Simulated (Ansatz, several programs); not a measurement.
SnTe in the zincblende structure, relaxed with PBE in Ansatz (plane waves, PAW): space group F-43m (No. 216), cubic; conventional cell a = 7.219 Å, 47.02 Å³ an atom. Sn has 4 Te at 3.13 Å; Te has 4 Sn at 3.13 Å. The cell was then scaled with its shape and fractional coordinates held. No spin polarisation. The prototype was imposed, so other structures may be more stable.

```
V (Å³/atom)  E (meV/atom)
     44.196         14.53
     47.017          0.00
     48.428          3.07
     49.838         11.78
```

**Question.** Pass a cubic E = c₀ + c₁u + c₂u² + c₃u³, with u = V − 47.370 Å³, through these points.

**Answer.** c₀ = 0.19, c₁ = +1.100, c₂ = 1.594, c₃ = -0.0554 (meV and Å³).

**Question.** Where is the minimum, and what bulk modulus follows?

**Answer.** dE/du = 0 at u = -0.339, so V₀ = 47.03 Å³. B = V₀ d²E/dV² = 47.03 × (2c₂ + 6c₃u) = 47.03 × 3.301 = 155 meV/Å³, and 1 meV/Å³ is 0.16022 GPa: 25 GPa. A third-order Birch-Murnaghan fit to all five points gives 47.03 Å³ and 25 GPa.

**Question.** Predict the energy and the pressure at the withheld volume, 45.607 Å³.

**Answer.** With u = -1.763: E ≈ 3.51 meV and P = −dE/dV ≈ +0.81 GPa. The run gives 3.48 meV and, from its stress, +0.80 GPa.
